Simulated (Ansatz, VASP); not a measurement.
**Two plane-wave programs on Sr**

```
Sr
1.0
     7.28902    0.00000    0.00000
    -3.64451    6.31248    0.00000
     0.00000    0.00000    4.05162
Sr
3
Cartesian
  -2.3749 4.1134 0.0000
  1.2696 2.1991 0.0000
  4.7498 0.0000 0.0000
```

Alike in both runs: task single point; functional PBE; k mesh 9 × 9 × 12; occupations gaussian, width 0.1 eV; no spin polarisation.

|  | VASP | Ansatz |
| --- | --- | --- |
| version | VASP 6.6.1 | Ansatz 0.2.0 |
| potentials or method | VASP PAW PBE potentials, release 64 (Sr_sv) | scalar-relativistic, plane waves, PAW |
| plane-wave cutoff (eV) | 520 | 420 |
| valence electrons in the cell | 30 | 30 |

```csv
,VASP,Ansatz,Ansatz less VASP
gap on the k mesh at the Fermi level (eV),none,none,-
pressure (GPa),-0.7,-0.7,0.00
largest component of the traceless stress (GPa),0.38,0.38,-0.004
rms of the force components (eV/Å),0.107,0.106,-0.0006
```

Atom by atom the forces differ by 0.001 eV/Å (rms over components). A gap of «none» marks a metal or a gap that the smearing closes.
